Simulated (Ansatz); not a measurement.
We consider L1₀ (CuAu-type) CoPt, described by rVV10 (plane waves, PAW; Ansatz, a first-principles code).

Numerical settings: plane-wave cutoff 520 eV, 20×20×16 k mesh (along the axes of the cell as run), Fermi–Dirac smearing 0.05 eV, spin-polarised with parallel moments, scalar-relativistic PAW data made under PBE.

Computed at the level's own relaxed cell.

**Question.** Estimate the magnetic moment (largest site, within a sphere), pressure derivative B′ of the bulk modulus, volume per atom, bulk modulus and equilibrium lattice constant a (two-atom tetragonal cell) that the calculation returns.

**Answer.** 
- magnetic moment (largest site, within a sphere) = 1.92 μB
- pressure derivative B′ of the bulk modulus = 4.9
- volume per atom = 13.85 Å³/atom
- bulk modulus = 207 GPa
- equilibrium lattice constant a (two-atom tetragonal cell) = 2.718 Å

The run finds no gap.

Measured, for comparison: lattice constant a 2.694 Å (temperature not stated, not corrected to a static lattice, P4/mmm two-atom cell, a_fct/√2; as tabulated in Karoui et al. (2013), arXiv:1204.5845). Computed (rounded) less measured: lattice constant a +0.9 %.

Note: the bulk modulus comes from volumes at which shape and atoms were relaxed.

Moments are spin moments.

Spin–orbit coupling is not included.

The computed numbers hold no vibrational or temperature effects.

Cost on a shared machine: very roughly 11 core-minutes.
